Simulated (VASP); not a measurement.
# Pb (Fm-3m) in VASP: notebook

One crystal, Pb, is run at these levels: PBEsol; tasks: relaxation of the atoms.

Everything below comes from runs of VASP 6.6.1. Logs are shortened: lines on timing, memory, paths and dates and some standing lists are left out, and cuts for length are marked.

### Step 1. The undisturbed crystal

The structure is cubic, space group Fm-3m (No. 225). Conventional cell: a = 4.950 Å, b = 4.950 Å, c = 4.950 Å, α = 90.00°, β = 90.00°, γ = 90.00°. Around Pb (site symmetry m-3m) lie 12 Pb at 3.50 Å.

### Step 2. Relaxation of the atoms, PBEsol (a relaxed cell with its volume scaled by 1.04)

File INCAR:

```
  PREC = Accurate
  ENCUT = 600
  EDIFF = 1E-7
  ISMEAR = 1
  SIGMA = 0.1
  LREAL = False
  LASPH = True
  NELM = 80
  ALGO = Normal
  ISIF = 2
  LWAVE = False
  LCHARG = False
  GGA = PS
  IBRION = 2
  NSW = 40
  EDIFFG = -0.01
```

File KPOINTS:

```
Automatic mesh
0
Gamma
  14 14 14
```

File POSCAR:

```
Pb                                      
1.0
    0.0000000000      2.4996365039      2.4996365039
    2.4996365039      0.0000000000      2.4996365039
    2.4996365039      2.4996365039      0.0000000000
  Pb            
     1
Direct
     0.0000000000000000    0.0000000000000000    0.0000000000000000
```

Potentials or basis: VASP PAW PBE potentials, release 64 (Pb_d).

Started as:

```
$ cat potpaw_PBE.64/Pb_d/POTCAR > POTCAR
$ mpirun -np 1 vasp_std > vasp.out
```

OUTCAR:

```text
PREC = Accurate
   ENCUT = 600
   EDIFF = 1E-7
   ISMEAR = 1
   LREAL = False
   LASPH = True
   NELM = 80
   ISIF = 2
   GGA = PS
   IBRION = 2
   NSW = 40
   EDIFFG = -0.01

 ion  position               nearest neighbor table
   1  0.000  0.000  0.000-

  LATTYP: Found a face centered cubic cell.
 ALAT       =     4.9992730078

  Lattice vectors:

 A1 = (   0.0000000000,   2.4996365039,   2.4996365039)
 A2 = (   2.4996365039,   0.0000000000,   2.4996365039)
 A3 = (   2.4996365039,   2.4996365039,   0.0000000000)

Analysis of symmetry for initial positions (statically):
=====================================================================
 Subroutine PRICEL returns:
 Original cell was already a primitive cell.

 Routine SETGRP: Setting up the symmetry group for a
 face centered cubic supercell.

 Subroutine GETGRP returns: Found 48 space group operations
 (whereof 48 operations were pure point group operations)
 out of a pool of 48 trial point group operations.

The static configuration has the point symmetry O_h .

Analysis of symmetry for dynamics (positions and initial velocities):
=====================================================================
 Subroutine PRICEL returns:
 Original cell was already a primitive cell.

 Routine SETGRP: Setting up the symmetry group for a
 face centered cubic supercell.

 Subroutine GETGRP returns: Found 48 space group operations
 (whereof 48 operations were pure point group operations)
 out of a pool of 48 trial point group operations.

The dynamic configuration has the point symmetry O_h .

 Subroutine INISYM returns: Found 48 space group operations
 (whereof 48 operations are pure point group operations),
 and found     1 'primitive' translations

----------------------------------------------------------------------------------------

                                     Primitive cell

  volume of cell :      31.2364

  direct lattice vectors                    reciprocal lattice vectors
     0.000000000  2.499636504  2.499636504    -0.200029084  0.200029084  0.200029084
     2.499636504  0.000000000  2.499636504     0.200029084 -0.200029084  0.200029084
     2.499636504  2.499636504  0.000000000     0.200029084  0.200029084 -0.200029084

  length of vectors
     3.535019845  3.535019845  3.535019845     0.346460536  0.346460536  0.346460536

  position of ions in fractional coordinates (direct lattice)
     0.000000000  0.000000000  0.000000000

  ion indices of the primitive-cell ions
   primitive index   ion index
                 1           1

----------------------------------------------------------------------------------------

 KPOINTS: Automatic mesh

Automatic generation of k-mesh.
 Grid dimensions read from file:
 generate k-points for:   14   14   14

 Generating k-lattice:

  Cartesian coordinates                     Fractional coordinates (reciprocal lattice)
    -0.014287792  0.014287792  0.014287792     0.071428571  0.000000000  0.000000000
     0.014287792 -0.014287792  0.014287792     0.000000000  0.071428571  0.000000000
     0.014287792  0.014287792 -0.014287792     0.000000000  0.000000000  0.071428571

  Length of vectors
     0.024747181  0.024747181  0.024747181

  Shift w.r.t. Gamma in fractional coordinates (k-lattice)
     0.000000000  0.000000000  0.000000000

 Subroutine IBZKPT returns following result:
 ===========================================

 Found    104 irreducible k-points:

 Following reciprocal coordinates:
            Coordinates               Weight
  0.000000  0.000000  0.000000      1.000000
  0.071429  0.000000  0.000000      8.000000
  0.142857  0.000000  0.000000      8.000000
  0.214286  0.000000  0.000000      8.000000
  0.285714  0.000000  0.000000      8.000000
  0.357143  0.000000  0.000000      8.000000
[... 16 lines left out ...]
  0.214286  0.142857  0.000000     24.000000
  0.285714  0.142857  0.000000     24.000000
 [... further k-points ...]
   k-points           NKPTS =    104   k-points in BZ     NKDIM =    104   number of bands    NBANDS=     11
   number of dos      NEDOS =    301   number of ions     NIONS =      1
   total plane-waves  NPLWV =  21952
   dimension x,y,z NGX =    28 NGY =   28 NGZ =   28
   dimension x,y,z NGXF=    56 NGYF=   56 NGZF=   56
   ions per type =               1
   NGX,Y,Z   is equivalent  to a cutoff of  13.17, 13.17, 13.17 a.u.
   NGXF,Y,Z  is equivalent  to a cutoff of  26.34, 26.34, 26.34 a.u.
 SYSTEM =  unknown system
   PREC   = accura    normal or accurate (medium, high low for compatibility)
   ISTART =      0    job   : 0-new  1-cont  2-samecut
   ICHARG =      2    charge: 1-file 2-atom 10-const
   ISPIN  =      1    spin polarized calculation?
   LNONCOLLINEAR =      F non collinear calculations
   LSORBIT =      F    spin-orbit coupling
   LASPH  =      T    aspherical Exc in radial PAW
   ENCUT  =  600.0 eV  44.10 Ry    6.64 a.u.   7.06  7.06  7.06*2*pi/ulx,y,z
   NELM   =     80;   NELMIN=  2; NELMDL= -5     # of ELM steps
   EDIFF  = 0.1E-06   stopping-criterion for ELM
   LREAL  =      F    real-space projection
   EDIFFG = -.1E-01   stopping-criterion for IOM
   NSW    =     40    number of steps for IOM
   IBRION =      2    ionic relax: 0-MD 1-quasi-New 2-CG
   NFREE  =      1    steps in history (QN), initial steepest desc. (CG)
   ISIF   =      2    stress and relaxation
   ISYM   =      2    0-nonsym 1-usesym 2-fastsym
   POTIM  = 0.5000    time-step for ionic-motion
   TEBEG  =    0.0;   TEEND  =   0.0 temperature during run
   PSTRESS=    0.0 pullay stress
   NELECT =      14.0000    total number of electrons
   NUPDOWN=      -1.0000    fix difference up-down
   EMIN   =  10.00;   EMAX   =-10.00  energy-range for DOS
   EFERMI =   0.00;   METHOD = LEGACY
   ISMEAR =     1;   SIGMA  =   0.10  broadening in eV -4-tet -1-fermi 0-gaus
   EFERMI_NEDOS =   21; number of points for ismear=-14 and -15
   IALGO  =     38    algorithm
   IMIX   =      4    mixing-type and parameters
     AMIX     =   0.40;   BMIX     =  1.00
     AMIX_MAG =   1.60;   BMIX_MAG =  1.00
  volume/ion in A,a.u.               =      31.24       210.79
  Fermi-wavevector in a.u.,A,eV,Ry     =   1.252845  2.367534 21.355982  1.569620
  Thomas-Fermi vector in A             =   2.386726
   LORBIT       =      0    0 simple, 1 ext, 2 COOP (PROOUT), +10 PAW based schemes
   GGA     = PS    functional components
   LHFCALC =     F    Hartree Fock is set to
   AEXX    =    0.0000 exact exchange contribution
   IVDW    =     0    specifies the selected vdW correction
   LEPSILON=     F    determine dielectric tensor
   LRPA    =     F    only Hartree local field effects (RPA)
 conjugate gradient relaxation of ions
 non-spin polarized calculation
 Methfessel and Paxton  Order N= 1 SIGMA  =   0.10
  energy-cutoff  :      600.00
  volume of cell :       31.24
 maximum number of plane-waves:      1056
   NGX = 15   NGY = 15   NGZ = 15

 number of electron      14.0000001 magnetization

 Free energy of the ion-electron system (eV)
  ---------------------------------------------------
  ext. energy  EPLUGINS =         0.00000000
  ---------------------------------------------------
  free energy    TOTEN  =        -3.99628549 eV

  energy without entropy =       -3.99618819  energy(sigma->0) =       -3.99625306

 E-fermi :   6.7846     XC(G=0): -10.1992

 val. band max:        6.7637436807   @ k =   0.3571   0.2143   0.0000
 cond. band min:       6.8121740334   @ k =  -0.2857   0.2857   0.0714
 fundamental gap:      0.0484303527
 Fermi energy:         6.7846437941

 k-point     1 :       0.0000    0.0000    0.0000
  band No.  band energies     occupation
      1     -10.1933      2.00000
      2     -10.1933      2.00000
      3     -10.1933      2.00000
      4     -10.0637      2.00000
      5     -10.0637      2.00000
      6      -4.7960      2.00000
      7      13.9531      0.00000
      8      13.9531      0.00000
      9      13.9531      0.00000
     10      16.5164      0.00000
     11      17.7115      0.00000

 k-point     2 :       0.0714    0.0000    0.0000
  band No.  band energies     occupation
      1     -10.1933      2.00000
      2     -10.1864      2.00000
      3     -10.1864      2.00000
      4     -10.0642      2.00000
      5     -10.0642      2.00000
      6      -4.7008      2.00000
      7      12.7887      0.00000
      8      13.8333      0.00000
      9      13.8333      0.00000
     10      16.2597      0.00000
     11      18.2739      0.00000

 k-point     3 :       0.1429    0.0000    0.0000
  band No.  band energies     occupation
      1     -10.1941      2.00000
      2     -10.1708      2.00000
      3     -10.1708      2.00000
      4     -10.0617      2.00000
      5     -10.0617      2.00000
      6      -4.4151      2.00000
      7      10.6780      0.00000
      8      13.5290      0.00000
      9      13.5290      0.00000
     10      15.9319      0.00000
     11      19.1791      0.00000

 k-point     4 :       0.2143    0.0000    0.0000
  band No.  band energies     occupation
      1     -10.1971      2.00000
      2     -10.1603      2.00000
      3     -10.1603      2.00000
      4     -10.0456      2.00000
      5     -10.0456      2.00000
      6      -3.9414      2.00000
      7       8.5085     -0.00000
      8      13.1449      0.00000
      9      13.1449      0.00000
     10      15.6944      0.00000
     11      18.5929      0.00000
[... 239 lines left out ...]
 k-point    22 :       0.1429    0.1429    0.0000
  band No.  band energies     occupation
      1     -10.2217      2.00000
      2     -10.1421      2.00000
      3     -10.1421      2.00000
      4     -10.0944      2.00000
      5     -10.0423      2.00000
      6      -4.2884      2.00000
      7      11.5440      0.00000
      8      12.3082      0.00000
      9      12.3082      0.00000
     10      15.2830      0.00000
     11      17.1591      0.00000

 k-point    23 :       0.2143    0.1429    0.0000
  band No.  band energies     occupation
      1     -10.2302      2.00000
      2     -10.1274      2.00000
      3     -10.1207      2.00000
      4     -10.0989      2.00000
      5     -10.0277      2.00000
      6      -3.9408      2.00000
      7       9.9018      0.00000
      8      11.7710      0.00000
      9      12.0512      0.00000
     10      15.3026      0.00000
     11      16.2958      0.00000

 k-point    24 :       0.2857    0.1429    0.0000
  band No.  band energies     occupation
      1     -10.2304      2.00000
      2     -10.1392      2.00000
      3     -10.1134      2.00000
      4     -10.0743      2.00000
      5      -9.9995      2.00000
      6      -3.4107      2.00000
      7       7.9364     -0.00000
      8      11.3678      0.00000
      9      11.5801      0.00000
     10      15.1189      0.00000
     11      16.6644      0.00000

 [... further k-points ...]

------------------------ aborting loop because EDIFF is reached ----------------------------------------

  FORCE on cell =-STRESS in cart. coord.  units (eV):
  Direction    XX          YY          ZZ          XY          YZ          ZX
  --------------------------------------------------------------------------------------
  -------------------------------------------------------------------------------------
  Total       -0.3300525     -0.3300525     -0.3300525     -0.0000000     -0.0000000      0.0000000
  in kB      -16.9290652    -16.9290652    -16.9290652     -0.0000000     -0.0000000      0.0000000
  external PRESSURE =     -16.9290652 kB  Pullay stress =       0.0000000 kB

 VOLUME and BASIS-vectors are now :
 -----------------------------------------------------------------------------
  energy-cutoff  :      600.00
  volume of cell :       31.24
      direct lattice vectors                 reciprocal lattice vectors
     0.000000000  2.499636504  2.499636504    -0.200029084  0.200029084  0.200029084
     2.499636504  0.000000000  2.499636504     0.200029084 -0.200029084  0.200029084
     2.499636504  2.499636504  0.000000000     0.200029084  0.200029084 -0.200029084

 POSITION                                       TOTAL-FORCE (eV/Angst)
 -----------------------------------------------------------------------------------
      0.00000      0.00000      0.00000        -0.000000      0.000000     -0.000000
 -----------------------------------------------------------------------------------
    total drift:                               -0.000000     -0.000000     -0.000000

  FREE ENERGIE OF THE ION-ELECTRON SYSTEM (eV)
  ---------------------------------------------------
  free  energy   TOTEN  =        -3.9962854931 eV

  energy  without entropy=       -3.9961881854  energy(sigma->0) =       -3.99625306

 reached required accuracy - stopping structural energy minimisation
```

Wall time 25 s (1 thread of Intel Xeon Platinum 8488C (Sapphire Rapids), shared host); peak memory 0.18 GiB.

What came out:

* Free energy: -3.9963 eV
* Pressure after relaxing: -1.7 GPa
* Band gap on the k mesh: none (metal or under the smearing width)

Final structure:
```
CELL_PARAMETERS angstrom
0.00000 2.49964 2.49964
2.49964 0.00000 2.49964
2.49964 2.49964 0.00000
ATOMIC_POSITIONS crystal
Pb 0.00000 0.00000 0.00000
```

Levels at points of the mesh, in eV from the Fermi level:
```tsv
k point	band 3	band 4	band 5	band 6	band 7	band 8	band 9	band 10	band 11
(0.00, 0.00, 0.00)	-16.98	-16.85	-16.85	-11.58	7.17	7.17	7.17	9.73	10.93
(0.50, 0.00, 0.00)	-16.97	-16.72	-16.72	-8.12	-4.09	5.40	5.40	9.19	9.20
(0.50, 0.50, 0.00)	-16.73	-16.69	-16.69	-6.78	-3.18	2.00	2.00	5.26	6.54
```

Caveat: the relaxation stopped at its first step, so nothing moved; the PAW data sets were made with another functional, which shifts forces and pressure a little. The run has no spin-orbit coupling, so splittings on Pb are missing.

### Step 3. Relaxation of the atoms, PBEsol (a relaxed cell with its volume scaled by 1.06)

INCAR is that of step 2.

KPOINTS is that of step 2.

File POSCAR:

```
Pb                                      
1.0
    0.0000000000      2.5155581847      2.5155581847
    2.5155581847      0.0000000000      2.5155581847
    2.5155581847      2.5155581847      0.0000000000
  Pb            
     1
Direct
     0.0000000000000000    0.0000000000000000    0.0000000000000000
```

Potentials or basis: VASP PAW PBE potentials, release 64 (Pb_d).

Started as:

```
$ cat potpaw_PBE.64/Pb_d/POTCAR > POTCAR
$ mpirun -np 1 vasp_std > vasp.out
```

Wall time 26 s (1 thread of Intel Xeon Platinum 8488C (Sapphire Rapids), shared host); peak memory 0.18 GiB.

It converged, with:

* Free energy: -3.9887 eV
* Pressure after relaxing: -2.4 GPa
* Band gap on the k mesh: none (metal or under the smearing width)

Final structure:
```
Pb
1.0
     0.00000    2.51556    2.51556
     2.51556    0.00000    2.51556
     2.51556    2.51556    0.00000
Pb
1
Direct
  0.00000 0.00000 0.00000
```

Levels at points of the mesh, in eV from the Fermi level:
```tsv
k point	band 4	band 5	band 6	band 7	band 8	band 9	band 10	band 11
(0.00, 0.00, 0.00)	-16.83	-16.83	-11.44	7.04	7.04	7.04	9.73	10.70
(0.50, 0.00, 0.00)	-16.71	-16.71	-8.09	-3.98	5.31	5.31	9.04	9.20
(0.50, 0.50, 0.00)	-16.68	-16.68	-6.79	-3.09	1.99	1.99	5.23	6.50
```

Caveat: the relaxation stopped at its first step, so nothing moved; the PAW data sets were made with another functional, which shifts forces and pressure a little.
